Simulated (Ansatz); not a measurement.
Pb in Ansatz: the effect of strain

The system is Pb.

```
CELL_PARAMETERS angstrom
3.52437 0.00000 0.00000
-1.76218 3.05219 0.00000
0.00000 0.00000 11.03543
ATOMIC_POSITIONS crystal
Pb 0.66667 0.33333 0.75000
Pb 0.00000 0.00000 0.50000
Pb 0.33333 0.66667 0.25000
Pb 0.00000 0.00000 0.00000
```

This isn't the form of Pb at room conditions, which is fcc.

Alike in all runs:

* Program: Ansatz 0.2.0
* Task: single point
* Functional: PBEsol
* Potentials or basis: Ansatz PAW
* Cutoff: 420 eV (not typed: the program's choice for these potentials)
* k mesh: 7 × 7 × 2
* Occupations: fermi-dirac, width 0.05 eV
* Spin: no spin polarisation
* Kind of strain: uniaxial

```tsv
strain	pressure (GPa)
-0.04	0.6
-0.02	-0.4
-0.01	-0.9
0	-1.3
0.01	-1.6
0.02	-2.0
0.04	?
```

Task: What does the run with strain 0.04 give?

Result: Pressure -2.6 GPa.

Worked out: A parabola through the other rows of the pressure, of slope -22.8 GPa per unit of strain there, extrapolates to -2.5 GPa, against the run's -2.6.

Caveats: the PAW data sets come from PBE, with cores solved anew for the run's functional, which leaves a small shift of forces and pressure.
